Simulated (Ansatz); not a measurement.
## Ionic part of the dielectric constant of GaN at 40 GPa, mode by mode

These are results of DFT PBEsol, scalar-relativistic, plane waves, PAW (Ansatz 0.2.0), not measurements. Plane waves to 420 eV; Γ-centred k mesh 10×10×10; fixed occupations. No spin polarisation. Phonons by linear response, acoustic sum rule imposed.

Symmetry: F-43m, No. 216, cubic system. Conventional cell: a = 4.275 Å, b = 4.275 Å, c = 4.275 Å, α = 90.00°, β = 90.00°, γ = 90.00°. Ga (site symmetry -43m) has 4 N at 1.85 Å as nearest neighbours. N (site symmetry -43m) has 4 Ga at 1.85 Å as nearest neighbours.

Other phases may be more stable at this pressure.

The primitive cell has V = 19.53 Å³ and ε∞,zz = 5.326. Each polar mode adds Δε = (4.92064×10⁷/V)·S/ν² along z, with S its oscillator strength in e²/amu, ν in cm⁻¹ and V in Å³.

Question: From these modes, find each Δε and ε0,zz.
```tsv
ν (cm⁻¹)	S_zz (e²/amu)
670.3	0.571
```

Answer:
```json
{"ν (cm⁻¹)": "670.3", "Δε": "3.20"}
```

The sum is 3.201, so ε0,zz = 8.53; the run's tensor has 8.53.

Question: Where do the longitudinal modes lie for a wave vector along z?

Answer: At 848 cm⁻¹. The Lyddane–Sachs–Teller product Π(ν_LO/ν_TO)² = 1.60 matches ε0/ε∞ = 1.60.

This zinc-blende form isn't the usual stable structure of the compound at low pressure.

Cost: 1 run of about 1.7 core-minutes, on Intel Xeon Processor @ 2.50GHz (Skylake/Cascade Lake) (shared hosts).